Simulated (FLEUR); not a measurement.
# KI (Fm-3m) in FLEUR: notebook

The runs below take KI through equation of state, with LDA.

All numbers are computed with FLEUR MaX-R8.1 (later development tree); they aren't measurements. Logs are shortened: lines on timing, memory, paths and dates and some standing lists are left out, and cuts for length are marked.

## (1) The structure

Symmetry: Fm-3m, No. 225, cubic system. The conventional cell has a = 7.066 Å, b = 7.066 Å, c = 7.066 Å, α = 90.00°, β = 90.00°, γ = 90.00°. I (site symmetry m-3m) is surrounded by 6 K at 3.53 Å. K (site symmetry m-3m) has 6 I at 3.53 Å as nearest neighbours.

## (2) Equation of state, LDA, 41.45 Å³/atom (volume scaled by 0.94)

inp.xml reads:

```xml
<?xml version="1.0" encoding="UTF-8" standalone="no"?>
<fleurInput fleurInputVersion="0.39">
   <comment>
      KI                                                                                                  
   </comment>
   <calculationSetup>
      <cutoffs Kmax="4.1" Gmax="12.7" GmaxXC="12.7" numbands="0"/>
      <scfLoop itmax="60" minDistance="0.00001" maxIterBroyd="15" imix="Anderson" alpha="0.05" precondParam="0.0" spinf="2.0" sdNocoIR="T"/>
      <coreElectrons ctail="T" frcor="F" kcrel="0" coretail_lmax="0"/>
      <xcFunctional name="vwn" relativisticCorrections="F"/>
      <magnetism jspins="1"/>
      <soc l_soc="F" theta="0.0" phi="0.0" spav="F"/>
      <expertModes spex="0" secvar="F"/>
      <geometryOptimization l_f="F" forcealpha="1.0" forcemix="BFGS" epsdisp="0.00001" epsforce="0.00001"/>
      <ldaU l_linMix="F" mixParam="0.05" spinf="1.0"/>
   </calculationSetup>
   <cell>
      <bzIntegration valenceElectrons="32.0" mode="hist" fermiSmearingEnergy="0.00183747">
         <kPointListSelection listName="default-1"/>
         <!-- k-points included here -->
         <xi:include xmlns:xi="http://www.w3.org/2001/XInclude" href="kpts.xml"> </xi:include>
      </bzIntegration>
      <!-- symmetry operations included here -->
      <xi:include xmlns:xi="http://www.w3.org/2001/XInclude" href="sym.xml"> </xi:include>
      <bulkLattice scale="0.9795861087">
         <bravaisMatrix>
            <row-1>    0.0000000000000000     6.6759772098337642     6.6759772098337642</row-1>
            <row-2>    6.6759772098337642     0.0000000000000000     6.6759772098337642</row-2>
            <row-3>    6.6759772098337642     6.6759772098337642     0.0000000000000000</row-3>
         </bravaisMatrix>
      </bulkLattice>
   </cell>
   <atomSpecies>
      <species name="Iodine (I)" element="I" atomicNumber="53">
         <mtSphere radius="2.66" gridPoints="879" logIncrement="0.015"/>
         <atomicCutoffs lmax="10" lnonsphr="10"/>
         <electronConfig flipSpins="F">
            <coreConfig>(1s1/2) (2s1/2) (2p1/2) (2p3/2) (3s1/2) (3p1/2) (3p3/2) (4s1/2) (3d3/2) (3d5/2)</coreConfig>
            <valenceConfig>(4p1/2) (4p3/2) (5s1/2) (4d3/2) (4d5/2) (5p1/2) (5p3/2)</valenceConfig>
            <stateOccupation state="(5p1/2)" spinUp="0.833333" spinDown="0.833333"/>
            <stateOccupation state="(5p3/2)" spinUp="1.666667" spinDown="1.666667"/>
         </electronConfig>
         <energyParameters s="5" p="5" d="5" f="4"/>
         <lo type="SCLO" l="1" n="4" eDeriv="0"/>
         <lo type="SCLO" l="1" n="4" eDeriv="1"/>
         <lo type="SCLO" l="2" n="4" eDeriv="0"/>
         <lo type="SCLO" l="2" n="4" eDeriv="1"/>
         <lo type="SCLO" l="0" n="5" eDeriv="2"/>
         <lo type="SCLO" l="3" n="4" eDeriv="2"/>
      </species>
      <species name="Potassium (K)" element="K" atomicNumber="19">
         <mtSphere radius="2.66" gridPoints="879" logIncrement="0.014"/>
         <atomicCutoffs lmax="10" lnonsphr="10"/>
         <electronConfig flipSpins="F">
            <coreConfig>(1s1/2) (2s1/2) (2p1/2) (2p3/2)</coreConfig>
            <valenceConfig>(3s1/2) (3p1/2) (3p3/2) (4s1/2)</valenceConfig>
            <stateOccupation state="(4s1/2)" spinUp="0.500000" spinDown="0.500000"/>
         </electronConfig>
         <energyParameters s="4" p="3" d="3" f="4"/>
         <lo type="SCLO" l="0" n="3" eDeriv="0"/>
         <lo type="HELO" l="1" n="4" eDeriv="0"/>
         <lo type="HELO" l="1" n="4" eDeriv="1"/>
         <lo type="SCLO" l="2" n="3" eDeriv="2"/>
         <lo type="SCLO" l="3" n="4" eDeriv="2"/>
      </species>
   </atomSpecies>
   <atomGroups>
      <atomGroup species="Iodine (I)">
         <relPos label="                   1">1.000/2.000 1.000/2.000 1.000/2.000</relPos>
         <force calculate="T" relaxXYZ="TTT"/>
      </atomGroup>
      <atomGroup species="Potassium (K)">
         <relPos label="                   2">.0000000000 .0000000000 .0000000000</relPos>
         <force calculate="T" relaxXYZ="TTT"/>
      </atomGroup>
   </atomGroups>
   <output dos="F" band="F" slice="F">
      <checks vchk="F" cdinf="F"/>
      <bandDOS minEnergy="-.5*Htr" maxEnergy="0.5*Htr" sigma="0.015" storeEVData="T"/>
      <vacuumDOS vacdos="F" integ="F" star="F" nstars="0" locx1="0.0" locy1="0.0" locx2="0.0" locy2="0.0" nstm="0" tworkf="0.0"/>
      <unfoldingBand unfoldBand="F" supercellX="1" supercellY="1" supercellZ="1"/>
      <plotting iplot="0" polar="F">
         <plot TwoD="T" vec1="  1.0  0.0  0.0" vec2="  0.0  1.0  0.0" vec3="  0.0  0.0  1.0" zero="  0.0  0.0  0.0" file="plot"/>
      </plotting>
      <chargeDensitySlicing numkpt="0" minEigenval="0.0" maxEigenval="0.0" nnne="0" pallst="F"/>
      <specialOutput eonly="F"/>
      <moessbauerParams electricFieldGradient="T" isomerShift="T" coreHyperfine="T" valenceHyperfine="T"/>
      <magneticCircularDichroism mcd="F" energyLo="-10.0" energyUp="0.0"/>
   </output>
  <!-- We include the file relax.xml here to enable relaxations (see documentation) -->
  <xi:include xmlns:xi="http://www.w3.org/2001/XInclude" href="relax.xml"> <xi:fallback/> </xi:include>
</fleurInput>
```

Potentials or basis: all-electron, FLAPW.

On the command line:

```bash
inpgen -f crystal.txt -profile fastHighL
# inp.xml edited to the form shown
fleur_MPI
```

The program printed:

```text
Welcome to FLEUR        (www.flapw.de)
      MaX-Release 8.1          (www.max-centre.eu)

 ========== k-point set info ==========
 Selected k-point list: default-1
 k-point list type: mesh
 7 x 7 x 7
 Number of k points: 20

 ------------Calculation Setup---------------------------
 Number of MPI-tasks      :            1
 Number of PE/node        :            1
 Number of OMP-threads    :            1
 Most efficient MPI parallelization for:
           1           2           4           5          10          20
 Additional eigenvalue parallelization possible
 Number of basis functions:          747
 Approximate size of matrices (H+S) per k-point:         0.008 GB
 --------------------------------------------------------
 Iteration:     1   Distance:       3.44299544 me/bohr^3
 Iteration:     2   Distance:       3.24355667 me/bohr^3
 Iteration:     3   Distance:       1.34377872 me/bohr^3
 Iteration:     4   Distance:       0.47712856 me/bohr^3
 Iteration:     5   Distance:       0.41523246 me/bohr^3
 Iteration:     6   Distance:       0.02926588 me/bohr^3
 Iteration:     7   Distance:       0.02804850 me/bohr^3
 Iteration:     8   Distance:       0.00882295 me/bohr^3
 Iteration:     9   Distance:       0.00095594 me/bohr^3
 Iteration:    10   Distance:       0.00082588 me/bohr^3
 Iteration:    11   Distance:       0.00009120 me/bohr^3
 Iteration:    12   Distance:       0.00000592 me/bohr^3

 ********************************************************************
 Run finished successfully
 Stop message:
   all done
 ********************************************************************
```

out.xml (last iteration):

```text
<iteration numberForCurrentRun="   12" overallNumber="   12">
         <energyParameters units="Htr">
            <atomicEP atomType="1" spin="1" branch="5s" branchLowest="-6.31" branchHighest="0.01" value="-0.3681314554"/>
            <atomicEP atomType="1" spin="1" branch="5p" branchLowest="-4.37" branchHighest="0.66" value="-0.0138377716"/>
            <atomicEP atomType="1" spin="1" branch="5d" branchLowest="-1.53" branchHighest="1.75" value="0.2677576542"/>
            <atomicEP atomType="1" spin="1" branch="4f" branchLowest="-9.99" branchHighest="1.28" value="0.4312961094"/>
            <loAtomicEP atomType="1" spin="1" branch="4p" branchLowest="-31.22" branchHighest="-4.37" value="-4.3795415601"/>
            <loAtomicEP atomType="1" spin="1" branch="4p" branchLowest="-31.22" branchHighest="-4.37" value="-4.3795415601"/>
            <loAtomicEP atomType="1" spin="1" branch="4d" branchLowest="-21.95" branchHighest="-1.53" value="-1.5360720206"/>
            <loAtomicEP atomType="1" spin="1" branch="4d" branchLowest="-21.95" branchHighest="-1.53" value="-1.5360720206"/>
            <loAtomicEP atomType="1" spin="1" branch="5s" branchLowest="-6.31" branchHighest="0.01" value="-0.3681314554"/>
            <loAtomicEP atomType="1" spin="1" branch="4f" branchLowest="-9.99" branchHighest="1.28" value="0.4312941775"/>
            <atomicEP atomType="2" spin="1" branch="4s" branchLowest="-0.94" branchHighest="2.08" value="0.1969333757"/>
            <atomicEP atomType="2" spin="1" branch="3p" branchLowest="-9.99" branchHighest="-0.29" value="-0.3989396797"/>
            <atomicEP atomType="2" spin="1" branch="3d" branchLowest="-9.99" branchHighest="0.71" value="0.3170842959"/>
            <atomicEP atomType="2" spin="1" branch="4f" branchLowest="-9.99" branchHighest="2.50" value="0.5430336685"/>
            <loAtomicEP atomType="2" spin="1" branch="3s" branchLowest="-12.65" branchHighest="-0.94" value="-1.0005203210"/>
            <heloAtomicEP atomType="2" spin="1" branch="4p" branchLowest="1.63" branchHighest="1.63" value="1.6264817920"/>
            <heloAtomicEP atomType="2" spin="1" branch="4p" branchLowest="1.63" branchHighest="1.63" value="1.6264817920"/>
            <loAtomicEP atomType="2" spin="1" branch="3d" branchLowest="-9.99" branchHighest="0.71" value="0.3170242263"/>
            <loAtomicEP atomType="2" spin="1" branch="4f" branchLowest="-9.99" branchHighest="2.50" value="0.5430358252"/>
         </energyParameters>
         <eigenvalues>
            <eigenvaluesAt spin="1" ikpt="1" k_x="0.00000000" k_y="0.00000000" k_z="0.00000000">
                      -4.3659238721       -4.3659238721       -4.3659238721       -1.5398585214       -1.5398585214
                      -1.5397282717       -1.5397282717       -1.5397282717       -1.0004145484       -0.4010863300
                      -0.4010863300       -0.4010863300       -0.3620255616        0.0319786435        0.0319786435
                       0.0319786435        0.1699065519        0.2623752298        0.2623752298        0.2623752298
                       0.2919668539        0.2919668539        0.3825560526        0.5010877103        0.5010877103
            </eigenvaluesAt>
            <eigenvaluesAt spin="1" ikpt="2" k_x="0.00000000" k_y="0.00000000" k_z="0.14285714">
                      -4.3659238851       -4.3659238597       -4.3659238597       -1.5398582404       -1.5398582404
[... 58 lines left out ...]
               <shell n="3" l="0" isomerShift="5242.05978"/>
               <shell n="3" l="1" isomerShift="156.99132"/>
               <shell n="4" l="0" isomerShift="1134.21869"/>
               <shell n="3" l="2" isomerShift="0.00003"/>
            </coreIsomerShift>
            <coreIsomerShift atomType="2" isTotal="5118.73188">
               <shell n="1" l="0" isomerShift="4726.88054"/>
               <shell n="2" l="0" isomerShift="390.82006"/>
               <shell n="2" l="1" isomerShift="1.03128"/>
            </coreIsomerShift>
            <isomerShift atomType="1" nucleusRadius="0.0001187" averageDensity="253202.49223"/>
            <isomerShift atomType="2" nucleusRadius="0.0000802" averageDensity="5166.73514"/>
            <electricFieldGradient atomType="1" VXX="0.00000" VYY="0.00000" VZZ="0.00000" asymParam="0.00000">
            </electricFieldGradient>
            <electricFieldGradient atomType="2" VXX="0.00000" VYY="0.00000" VZZ="0.00000" asymParam="0.00000">
            </electricFieldGradient>
         </moessbauerParams>
         <totalEnergy                                    value="    -7713.9583472325" units="Htr">
            <sumOfEigenvalues                            value="    -4683.7620777367">
               <coreElectrons value="-4637.0889792053"/>
               <valenceElectrons value="-46.6730985314"/>
            </sumOfEigenvalues>
            <densityCoulombPotentialIntegral value="-12548.8017054033"/>
            <densityEffectivePotentialIntegral value="-12824.2283522911"/>
            <chargeDenXCDenIntegral value="-207.7562005710"/>
            <FockExchangeEnergyValence value="0.0000000000"/>
            <FockExchangeEnergyCore value="0.0000000000"/>
            <atomTypeDependentContributions atomType="1">
               <electronNucleiInteractionDifferentMTs value="8632.0121632943"/>
               <MadelungTerm value="-21.7942993152"/>
            </atomTypeDependentContributions>
            <atomTypeDependentContributions atomType="2">
               <electronNucleiInteractionDifferentMTs value="713.1100936114"/>
               <MadelungTerm value="-5.3510122933"/>
            </atomTypeDependentContributions>
            <tkbTimesEntropy value="0.0000000000"/>
            <freeEnergy value="-7713.9583472325"/>
            <extrapolationTo0K value="-7713.9583472325"/>
         </totalEnergy>
         <densityConvergence units="me/bohr^3">
            <chargeDensity spin="1" distance="0.0000059243"/>
         </densityConvergence>
      </iteration>
```

Run time: 46 s. Hardware: 1 thread of Arm Neoverse V2, shared host; peak memory 0.08 GiB.

What came out:

- Free energy: -209907.5001 eV
- Band gap on the k mesh: 3.75 eV, direct
- Valence electrons inside the program's atomic spheres: I 21.16; K 7.84 (radii I 2.66, K 2.66 bohr)

Caveat: spin-orbit coupling is left out, which moves the levels of the heavy elements.

## (3) Equation of state, LDA, 42.33 Å³/atom (volume scaled by 0.96)

Changes to inp.xml since step 2:

```diff
@@ -24,3 +24,3 @@
       <xi:include xmlns:xi="http://www.w3.org/2001/XInclude" href="sym.xml"> </xi:include>
-      <bulkLattice scale="0.9795861087">
+      <bulkLattice scale="0.9864848297">
          <bravaisMatrix>
```

Potentials or basis: all-electron, FLAPW.

On the command line:

```bash
inpgen -f crystal.txt -profile fastHighL
# inp.xml edited to the form shown
fleur_MPI
```

Wall time 48 s (1 thread of Arm Neoverse V2, shared host); peak memory 0.08 GiB.

Results (log left out):

```
Free energy                                           : -209907.4915 eV
Band gap on the k mesh                                : 3.70 eV, direct
Valence electrons inside the program's atomic spheres : I 21.16; K 7.83 (radii I 2.66, K 2.66 bohr)
```

Caveat: spin-orbit coupling is left out, which moves the levels of the heavy elements.

## (4) Equation of state, LDA, 44.09 Å³/atom

Changes to inp.xml since step 3:

```diff
@@ -24,3 +24,3 @@
       <xi:include xmlns:xi="http://www.w3.org/2001/XInclude" href="sym.xml"> </xi:include>
-      <bulkLattice scale="0.9864848297">
+      <bulkLattice scale="1.0000000000">
          <bravaisMatrix>
```

On the command line:

```bash
inpgen -f crystal.txt -profile fastHighL
# inp.xml edited to the form shown
fleur_MPI
```

Run time: 51 s. Hardware: 1 thread of Arm Neoverse V2, shared host; peak memory 0.08 GiB.

Results (log left out):

- Free energy: -209907.4667 eV
- Band gap on the k mesh: 3.61 eV, direct
- Valence electrons inside the program's atomic spheres: I 21.15; K 7.82 (radii I 2.66, K 2.66 bohr)

Caveat: spin-orbit coupling is left out, which moves the levels of the heavy elements.

## (5) Equation of state, LDA, 45.85 Å³/atom (volume scaled by 1.04)

Changes to inp.xml since step 4:

```diff
@@ -24,3 +24,3 @@
       <xi:include xmlns:xi="http://www.w3.org/2001/XInclude" href="sym.xml"> </xi:include>
-      <bulkLattice scale="1.0000000000">
+      <bulkLattice scale="1.0131594038">
          <bravaisMatrix>
```

On the command line:

```bash
inpgen -f crystal.txt -profile fastHighL
# inp.xml edited to the form shown
fleur_MPI
```

It took 60 s on 1 thread of Arm Neoverse V2, shared host; peak memory 0.08 GiB.

The run converged. Its results:

| Item | Value |
| --- | --- |
| Free energy | -209907.4341 eV |
| Band gap on the k mesh | 3.52 eV, direct |
| Valence electrons inside the program's atomic spheres | I 21.14; K 7.81 (radii I 2.66, K 2.66 bohr) |

Caveat: spin-orbit coupling is left out, which moves the levels of the heavy elements; an odd mesh through Γ misses points on the zone boundary, where band edges often lie.

## (6) Equation of state, LDA, 46.74 Å³/atom (volume scaled by 1.06)

Changes to inp.xml since step 5:

```diff
@@ -24,3 +24,3 @@
       <xi:include xmlns:xi="http://www.w3.org/2001/XInclude" href="sym.xml"> </xi:include>
-      <bulkLattice scale="1.0131594038">
+      <bulkLattice scale="1.0196128224">
          <bravaisMatrix>
```

Potentials or basis: all-electron, FLAPW.

On the command line:

```bash
inpgen -f crystal.txt -profile fastHighL
# inp.xml edited to the form shown
fleur_MPI
```

Run time: 63 s. Hardware: 1 thread of Arm Neoverse V2, shared host; peak memory 0.08 GiB.

It converged, with:

```
Free energy                                           : -209907.4154 eV
Band gap on the k mesh                                : 3.48 eV, direct
Valence electrons inside the program's atomic spheres : I 21.14; K 7.81 (radii I 2.66, K 2.66 bohr)
```

Caveat: spin-orbit coupling is left out, which moves the levels of the heavy elements; an odd mesh through Γ misses points on the zone boundary, where band edges often lie.

## (7) Equation of state, LDA

No new run: the results of the series are fitted here.

What came out:

```
Equilibrium volume : 39.60 Å³/atom (rough: see the caveat)
Bulk modulus       : 16.1 GPa (rough)
```

Energy against volume, from the lowest point:
```tsv
volume (Å³/atom)	energy (meV/atom)
41.445	0.00
42.327	4.31
44.091	16.67
45.854	32.99
46.736	42.33
```

Caveat: the minimum lies outside the volumes run. The run has no spin-orbit coupling, so splittings on I are missing.
